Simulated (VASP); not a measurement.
# GaAs (F-43m) in VASP: a series of runs

Runs on GaAs. Level: PBEsol. Tasks: relaxation of cell and atoms.

All numbers are computed with VASP 6.6.1; they aren't measurements. Logs are shortened: lines on timing, memory, paths and dates and some standing lists are left out, and cuts for length are marked.

## 1. Starting point

The structure is cubic, space group F-43m (No. 216). The conventional cell has a = 5.663 Å, b = 5.663 Å, c = 5.663 Å, α = 90.00°, β = 90.00°, γ = 90.00°. Ga (site symmetry -43m) is surrounded by 4 As at 2.45 Å. As (site symmetry -43m) has 4 Ga at 2.45 Å as nearest neighbours.

## 2. Relaxation of cell and atoms, PBEsol

INCAR

```
SYSTEM = GaAs
ALGO = Normal
EDIFF = 1E-7
EDIFFG = -0.005
ENCUT = 600
GGA = PS
IBRION = 2
ISIF = 3
ISMEAR = 0
KPAR = 2
LASPH = .TRUE.
LCHARG = .FALSE.
LREAL = .FALSE.
LWAVE = .FALSE.
NELM = 80
NSW = 90
PREC = Accurate
SIGMA = 0.03
```

KPOINTS

```
k-points
0
G
  10 10 10
  0 0 0
```

POSCAR

```
GaAs                                    
1.0
   -0.0000000000      2.8313993251      2.8313993251
    2.8313993251      0.0000000000      2.8313993251
    2.8313993251      2.8313993251      0.0000000000
  Ga              As            
     1     1
Direct
     0.0000000000000000    0.0000000000000000    0.0000000000000000
     0.2500000000000000    0.2500000000000000    0.2500000000000000
```

Potentials or basis: VASP PAW PBE potentials, release 64 (Ga_d, As).

Command:

```bash
cat potpaw_PBE.64/Ga_d/POTCAR potpaw_PBE.64/As/POTCAR > POTCAR
mpirun -np 2 vasp_std > vasp.out
```

OUTCAR:

```text
SYSTEM = GaAs
   EDIFF = 1E-7
   EDIFFG = -0.005
   ENCUT = 600
   GGA = PS
   IBRION = 2
   ISIF = 3
   ISMEAR = 0
   LASPH = .TRUE.
   LREAL = .FALSE.
   NELM = 80
   NSW = 90
   PREC = Accurate

 ion  position               nearest neighbor table
   1  0.000  0.000  0.000-   2 2.45   2 2.45   2 2.45   2 2.45
   2  0.250  0.250  0.250-   1 2.45   1 2.45   1 2.45   1 2.45

  LATTYP: Found a face centered cubic cell.
 ALAT       =     5.6627986502

  Lattice vectors:

 A1 = (   0.0000000000,   2.8313993251,   2.8313993251)
 A2 = (   2.8313993251,   0.0000000000,   2.8313993251)
 A3 = (   2.8313993251,   2.8313993251,   0.0000000000)

Analysis of symmetry for initial positions (statically):
=====================================================================
 Subroutine PRICEL returns:
 Original cell was already a primitive cell.

 Routine SETGRP: Setting up the symmetry group for a
 face centered cubic supercell.

 Subroutine GETGRP returns: Found 24 space group operations
 (whereof 24 operations were pure point group operations)
 out of a pool of 48 trial point group operations.

The static configuration has the point symmetry T_d .

Analysis of symmetry for dynamics (positions and initial velocities):
=====================================================================
 Subroutine PRICEL returns:
 Original cell was already a primitive cell.

 Routine SETGRP: Setting up the symmetry group for a
 face centered cubic supercell.

 Subroutine GETGRP returns: Found 24 space group operations
 (whereof 24 operations were pure point group operations)
 out of a pool of 48 trial point group operations.

The dynamic configuration has the point symmetry T_d .

 Subroutine INISYM returns: Found 24 space group operations
 (whereof 24 operations are pure point group operations),
 and found     1 'primitive' translations

----------------------------------------------------------------------------------------

                                     Primitive cell

  volume of cell :      45.3976

  direct lattice vectors                    reciprocal lattice vectors
     0.000000000  2.831399325  2.831399325    -0.176591128  0.176591128  0.176591128
     2.831399325  0.000000000  2.831399325     0.176591128 -0.176591128  0.176591128
     2.831399325  2.831399325  0.000000000     0.176591128  0.176591128 -0.176591128

  length of vectors
     4.004203326  4.004203326  4.004203326     0.305864805  0.305864805  0.305864805

  position of ions in fractional coordinates (direct lattice)
     0.000000000  0.000000000  0.000000000
     0.250000000  0.250000000  0.250000000

  ion indices of the primitive-cell ions
   primitive index   ion index
                 1           1
                 2           2

----------------------------------------------------------------------------------------

 KPOINTS: k-points

Automatic generation of k-mesh.
 Grid dimensions read from file:
 generate k-points for:   10   10   10

 Generating k-lattice:

  Cartesian coordinates                     Fractional coordinates (reciprocal lattice)
    -0.017659113  0.017659113  0.017659113     0.100000000  0.000000000  0.000000000
     0.017659113 -0.017659113  0.017659113     0.000000000  0.100000000  0.000000000
     0.017659113  0.017659113 -0.017659113     0.000000000  0.000000000  0.100000000

  Length of vectors
     0.030586481  0.030586481  0.030586481

  Shift w.r.t. Gamma in fractional coordinates (k-lattice)
     0.000000000  0.000000000  0.000000000

 Subroutine IBZKPT returns following result:
 ===========================================

 Found     47 irreducible k-points:

 Following reciprocal coordinates:
            Coordinates               Weight
  0.000000  0.000000  0.000000      1.000000
  0.100000  0.000000  0.000000      8.000000
  0.200000  0.000000  0.000000      8.000000
  0.300000  0.000000  0.000000      8.000000
  0.400000  0.000000  0.000000      8.000000
  0.500000  0.000000  0.000000      4.000000
[... 16 lines left out ...]
  0.300000  0.300000  0.000000      6.000000
  0.400000  0.300000  0.000000     24.000000
 [... further k-points ...]
   k-points           NKPTS =     47   k-points in BZ     NKDIM =     47   number of bands    NBANDS=     13
   number of dos      NEDOS =    301   number of ions     NIONS =      2
   total plane-waves  NPLWV =  32768
   dimension x,y,z NGX =    32 NGY =   32 NGZ =   32
   dimension x,y,z NGXF=    64 NGYF=   64 NGZF=   64
   ions per type =               1   1
   NGX,Y,Z   is equivalent  to a cutoff of  13.29, 13.29, 13.29 a.u.
   NGXF,Y,Z  is equivalent  to a cutoff of  26.57, 26.57, 26.57 a.u.
 SYSTEM =  GaAs
   PREC   = accura    normal or accurate (medium, high low for compatibility)
   ISTART =      0    job   : 0-new  1-cont  2-samecut
   ICHARG =      2    charge: 1-file 2-atom 10-const
   ISPIN  =      1    spin polarized calculation?
   LNONCOLLINEAR =      F non collinear calculations
   LSORBIT =      F    spin-orbit coupling
   LASPH  =      T    aspherical Exc in radial PAW
   ENCUT  =  600.0 eV  44.10 Ry    6.64 a.u.   8.00  8.00  8.00*2*pi/ulx,y,z
   NELM   =     80;   NELMIN=  2; NELMDL= -5     # of ELM steps
   EDIFF  = 0.1E-06   stopping-criterion for ELM
   LREAL  =      F    real-space projection
   EDIFFG = -.5E-02   stopping-criterion for IOM
   NSW    =     90    number of steps for IOM
   IBRION =      2    ionic relax: 0-MD 1-quasi-New 2-CG
   NFREE  =      1    steps in history (QN), initial steepest desc. (CG)
   ISIF   =      3    stress and relaxation
   ISYM   =      2    0-nonsym 1-usesym 2-fastsym
   POTIM  = 0.5000    time-step for ionic-motion
   TEBEG  =    0.0;   TEEND  =   0.0 temperature during run
   PSTRESS=    0.0 pullay stress
   NELECT =      18.0000    total number of electrons
   NUPDOWN=      -1.0000    fix difference up-down
   EMIN   =  10.00;   EMAX   =-10.00  energy-range for DOS
   EFERMI =   0.00;   METHOD = LEGACY
   ISMEAR =     0;   SIGMA  =   0.03  broadening in eV -4-tet -1-fermi 0-gaus
   EFERMI_NEDOS =   21; number of points for ismear=-14 and -15
   IALGO  =     38    algorithm
   IMIX   =      4    mixing-type and parameters
     AMIX     =   0.40;   BMIX     =  1.00
     AMIX_MAG =   1.60;   BMIX_MAG =  1.00
  volume/ion in A,a.u.               =      22.70       153.18
  Fermi-wavevector in a.u.,A,eV,Ry     =   1.202692  2.272759 19.680404  1.446469
  Thomas-Fermi vector in A             =   2.338467
   LORBIT       =      0    0 simple, 1 ext, 2 COOP (PROOUT), +10 PAW based schemes
   GGA     = PS    functional components
   LHFCALC =     F    Hartree Fock is set to
   AEXX    =    0.0000 exact exchange contribution
   IVDW    =     0    specifies the selected vdW correction
   LEPSILON=     F    determine dielectric tensor
   LRPA    =     F    only Hartree local field effects (RPA)
 conjugate gradient relaxation of ions
 non-spin polarized calculation
 Gauss-broadening in eV      SIGMA  =   0.03
  energy-cutoff  :      600.00
  volume of cell :       45.40
 maximum number of plane-waves:      1528
   NGX = 15   NGY = 15   NGZ = 15

 number of electron      18.0000010 magnetization

 Free energy of the ion-electron system (eV)
  ---------------------------------------------------
  ext. energy  EPLUGINS =         0.00000000
  ---------------------------------------------------
  free energy    TOTEN  =        -9.09148421 eV

  energy without entropy =       -9.09148421  energy(sigma->0) =       -9.09148421

 E-fermi :   3.9312     XC(G=0):  -9.7515

 val. band max:        3.7586445618   @ k =   0.0000   0.0000   0.0000
 cond. band min:       4.1786629381   @ k =   0.0000   0.0000   0.0000
 fundamental gap:      0.4200183762
 Fermi energy:         3.9312108897

 k-point     1 :       0.0000    0.0000    0.0000
  band No.  band energies     occupation
      1     -11.0070      2.00000
      2     -11.0070      2.00000
      3     -11.0070      2.00000
      4     -10.9281      2.00000
      5     -10.9281      2.00000
      6      -8.9590      2.00000
      7       3.7586      2.00000
      8       3.7586      2.00000
      9       3.7586      2.00000
     10       4.1787      0.00000
     11       7.4482      0.00000
     12       7.4482      0.00000
     13       7.4482      0.00000

 k-point     2 :       0.1000    0.0000    0.0000
  band No.  band energies     occupation
      1     -11.0159      2.00000
      2     -11.0047      2.00000
      3     -11.0047      2.00000
      4     -10.9282      2.00000
      5     -10.9282      2.00000
      6      -8.8416      2.00000
      7       2.2184      2.00000
      8       3.5993      2.00000
      9       3.5993      2.00000
     10       5.1677      0.00000
     11       7.6830      0.00000
     12       7.6839      0.00000
     13       7.6840      0.00000

 k-point     3 :       0.2000    0.0000    0.0000
  band No.  band energies     occupation
      1     -11.0378      2.00000
      2     -10.9990      2.00000
      3     -10.9990      2.00000
      4     -10.9282      2.00000
      5     -10.9282      2.00000
      6      -8.5044      2.00000
      7       0.4381      2.00000
      8       3.2564      2.00000
      9       3.2564      2.00000
     10       5.2668      0.00000
     11       8.1427      0.00000
     12       8.1427      0.00000
     13       8.8296      0.00000

 k-point     4 :       0.3000    0.0000    0.0000
  band No.  band energies     occupation
      1     -11.0622      2.00000
      2     -10.9929      2.00000
      3     -10.9929      2.00000
      4     -10.9271      2.00000
      5     -10.9271      2.00000
      6      -7.9994      2.00000
      7      -1.1723      2.00000
      8       2.9221      2.00000
      9       2.9221      2.00000
     10       4.9824      0.00000
     11       8.3924      0.00000
     12       8.3924      0.00000
     13      10.4116      0.00000

 k-point     5 :       0.4000    0.0000    0.0000
  band No.  band energies     occupation
      1     -11.0803      2.00000
      2     -10.9890      2.00000
      3     -10.9890      2.00000
      4     -10.9253      2.00000
      5     -10.9253      2.00000
      6      -7.4605      2.00000
      7      -2.3984      2.00000
      8       2.6962      2.00000
      9       2.6962      2.00000
     10       4.7550      0.00000
     11       8.3799      0.00000
     12       8.3799      0.00000
     13      11.3308      0.00000
[... 257 lines left out ...]
 k-point    22 :      -0.2000    0.2000    0.0000
  band No.  band energies     occupation
      1     -11.0689      2.00000
      2     -10.9895      2.00000
      3     -10.9878      2.00000
      4     -10.9311      2.00000
      5     -10.9262      2.00000
      6      -7.8257      2.00000
      7      -1.0628      2.00000
      8       1.0921      2.00000
      9       2.9782      2.00000
     10       6.4296      0.00000
     11       8.6028      0.00000
     12       8.6713      0.00000
     13       9.2893      0.00000

 k-point    23 :       0.3000    0.3000    0.0000
  band No.  band energies     occupation
      1     -11.0866      2.00000
      2     -10.9756      2.00000
      3     -10.9756      2.00000
      4     -10.9439      2.00000
      5     -10.9198      2.00000
      6      -7.6650      2.00000
      7      -1.1257      2.00000
      8       1.7221      2.00000
      9       1.7221      2.00000
     10       5.3833      0.00000
     11       6.6000      0.00000
     12      11.1552      0.00000
     13      11.1552      0.00000

 k-point    24 :       0.4000    0.3000    0.0000
  band No.  band energies     occupation
      1     -11.0988      2.00000
      2     -10.9711      2.00000
      3     -10.9696      2.00000
      4     -10.9459      2.00000
      5     -10.9186      2.00000
      6      -7.2263      2.00000
      7      -1.9198      2.00000
      8       1.1626      2.00000
      9       1.5069      2.00000
     10       5.5206      0.00000
     11       6.5345      0.00000
     12      10.9736      0.00000
     13      11.6323      0.00000

 [... further k-points ...]
[... 5 lines left out ...]
  --------------------------------------------------------------------------------------
  -------------------------------------------------------------------------------------
  Total       -0.0044293     -0.0044293     -0.0044293      0.0000000      0.0000000     -0.0000000
  in kB       -0.1563199     -0.1563199     -0.1563199      0.0000000      0.0000000     -0.0000000
  external PRESSURE =      -0.1563199 kB  Pullay stress =       0.0000000 kB

 VOLUME and BASIS-vectors are now :
 -----------------------------------------------------------------------------
  energy-cutoff  :      600.00
  volume of cell :       45.40
      direct lattice vectors                 reciprocal lattice vectors
     0.000000000  2.831399325  2.831399325    -0.176591128  0.176591128  0.176591128
     2.831399325  0.000000000  2.831399325     0.176591128 -0.176591128  0.176591128
     2.831399325  2.831399325  0.000000000     0.176591128  0.176591128 -0.176591128

 POSITION                                       TOTAL-FORCE (eV/Angst)
 -----------------------------------------------------------------------------------
      0.00000      0.00000      0.00000         0.000000      0.000000      0.000000
      1.41570      1.41570      1.41570        -0.000000     -0.000000     -0.000000
 -----------------------------------------------------------------------------------
    total drift:                                0.000001      0.000001      0.000001

  FREE ENERGIE OF THE ION-ELECTRON SYSTEM (eV)
  ---------------------------------------------------
  free  energy   TOTEN  =        -9.0914842074 eV

  energy  without entropy=       -9.0914842074  energy(sigma->0) =       -9.09148421

 reached required accuracy - stopping structural energy minimisation
```

It took 12 s on 2 MPI ranks of Intel Xeon Platinum 8488C (Sapphire Rapids), shared host; peak memory 0.18 GiB.

What came out:

| Item | Value |
| --- | --- |
| Free energy | -9.0915 eV |
| Pressure after relaxing | 0.0 GPa |
| Band gap on the k mesh | 0.42 eV, direct |

Final structure:
```
Ga As
1.0
     0.00000    2.83140    2.83140
     2.83140    0.00000    2.83140
     2.83140    2.83140    0.00000
Ga As
1 1
Direct
  0.00000 0.00000 0.00000
  0.25000 0.25000 0.25000
```

Caveat: the relaxation stopped at its first step, so nothing moved; the PAW data sets were made with another functional, which shifts forces and pressure a little.

## 3. Relaxation of cell and atoms, PBEsol

This run uses another cell than the first one, of 22.59 Å³/atom, 0.995 times its volume.

INCAR

```
SYSTEM = GaAs
  PREC = Accurate
  ENCUT = 600
  EDIFF = 1E-6
  ISMEAR = 0
  SIGMA = 0.03
  LREAL = .False.
  LASPH = .True.
  NELM = 80
  ALGO = Normal
  ISIF = 3
  LWAVE = .False.
  LCHARG = .False.
  GGA = PS
  IBRION = 2
  NSW = 90
  EDIFFG = -0.01
```

KPOINTS

```
regular mesh
0
Gamma
  10 10 10
  0 0 0
```

POSCAR

```
GaAs
1.0
    0.0000000000      2.8268500000      2.8268500000
    2.8268500000      0.0000000000      2.8268500000
    2.8268500000      2.8268500000      0.0000000000
Ga As
1 1
Direct
    0.0000000000      0.0000000000      0.0000000000
    0.2500000000      0.2500000000      0.2500000000
```

Potentials or basis: VASP PAW PBE potentials, release 64 (Ga_d, As).

Command:

```bash
cat potpaw_PBE.64/Ga_d/POTCAR potpaw_PBE.64/As/POTCAR > POTCAR
mpirun -np 1 vasp_std > vasp.out
```

OUTCAR:

```text
SYSTEM = GaAs
   PREC = Accurate
   ENCUT = 600
   EDIFF = 1E-6
   ISMEAR = 0
   LREAL = .False.
   LASPH = .True.
   NELM = 80
   ISIF = 3
   GGA = PS
   IBRION = 2
   NSW = 90
   EDIFFG = -0.01

 ion  position               nearest neighbor table
   1  0.000  0.000  0.000-   2 2.45   2 2.45   2 2.45   2 2.45
   2  0.250  0.250  0.250-   1 2.45   1 2.45   1 2.45   1 2.45

  LATTYP: Found a face centered cubic cell.
 ALAT       =     5.6537000000

  Lattice vectors:

 A1 = (   0.0000000000,   2.8268500000,   2.8268500000)
 A2 = (   2.8268500000,   0.0000000000,   2.8268500000)
 A3 = (   2.8268500000,   2.8268500000,   0.0000000000)

Analysis of symmetry for initial positions (statically):
[... 259 lines left out ...]

 val. band max:        3.7587646218   @ k =   0.0000   0.0000   0.0000
 cond. band min:       4.1788883316   @ k =   0.0000   0.0000   0.0000
 fundamental gap:      0.4201237098
 Fermi energy:         3.9313055123

 k-point     1 :       0.0000    0.0000    0.0000
  band No.  band energies     occupation
      1     -11.0068      2.00000
      2     -11.0068      2.00000
      3     -11.0068      2.00000
      4     -10.9280      2.00000
      5     -10.9280      2.00000
      6      -8.9588      2.00000
      7       3.7588      2.00000
      8       3.7588      2.00000
      9       3.7588      2.00000
     10       4.1789      0.00000
     11       7.4483      0.00000
     12       7.4483      0.00000
     13       7.4483      0.00000
[... 354 lines left out ...]
  band No.  band energies     occupation
      1     -11.0987      2.00000
      2     -10.9710      2.00000
      3     -10.9695      2.00000
      4     -10.9457      2.00000
      5     -10.9185      2.00000
      6      -7.2261      2.00000
      7      -1.9197      2.00000
      8       1.1627      2.00000
      9       1.5070      2.00000
     10       5.5208      0.00000
     11       6.5347      0.00000
     12      10.9738      0.00000
     13      11.6324      0.00000

 [... further k-points ...]
[... 5 lines left out ...]
  --------------------------------------------------------------------------------------
  -------------------------------------------------------------------------------------
  Total        0.0038439      0.0038439      0.0038439     -0.0000000      0.0000000     -0.0000000
  in kB        0.1356610      0.1356610      0.1356610     -0.0000000      0.0000000     -0.0000000
  external PRESSURE =       0.1356610 kB  Pullay stress =       0.0000000 kB
[... 17 lines left out ...]
  FREE ENERGIE OF THE ION-ELECTRON SYSTEM (eV)
  ---------------------------------------------------
  free  energy   TOTEN  =        -9.0914522499 eV

  energy  without entropy=       -9.0914522499  energy(sigma->0) =       -9.09145225

 reached required accuracy - stopping structural energy minimisation
```

It took 24 s on 1 thread of Intel Xeon 6975P-C (Granite Rapids), shared host; peak memory 0.2 GiB.

Results:

| Property | Result |
| --- | --- |
| Free energy | -9.0915 eV |
| Relaxed volume | 22.70 Å³/atom |
| Relaxed cell | a = 4.004 Å, b = 4.004 Å, c = 4.004 Å, α = 60.00°, β = 60.00°, γ = 60.00° |
| Space group after relaxing (to 0.05 Å) | F-43m (No. 216) |
| Energy gained by relaxing | 0.1 meV/atom |
| Ionic steps | 3 |
| Pressure after relaxing | 0.0 GPa |
| Band gap on the k mesh | 0.42 eV, direct |

The path:
```
step  energy change (eV)  largest force (eV/Å)  pressure (GPa)  volume (Å³)
   1              0.0000                0.0000            0.33        45.18
   2             -0.0002                0.0000           -0.18        45.48
   3             -0.0002                0.0000            0.01        45.40
```

Final structure:
```
Ga As
1.0
     0.00000    2.83140    2.83140
     2.83140    0.00000    2.83140
     2.83140    2.83140    0.00000
Ga As
1 1
Direct
  0.00000 0.00000 0.00000
  0.25000 0.25000 0.25000
```

Levels at points of the mesh, in eV from the valence-band top:
| k point | band 5 | band 6 | band 7 | band 8 | band 9 | band 10 | band 11 | band 12 | band 13 |
| --- | --- | --- | --- | --- | --- | --- | --- | --- | --- |
| (0.00, 0.00, 0.00) | -14.69 | -12.72 | 0.00 | 0.00 | 0.00 | 0.42 | 3.69 | 3.69 | 3.69 |
| (0.50, 0.00, 0.00) | -14.68 | -10.95 | -6.65 | -1.14 | -1.14 | 0.92 | 4.58 | 4.58 | 7.58 |
| (0.50, 0.50, 0.00) | -14.67 | -10.22 | -6.83 | -2.68 | -2.68 | 1.36 | 1.57 | 10.09 | 10.09 |

Caveat: the PAW data sets were made with another functional, which shifts forces and pressure a little.
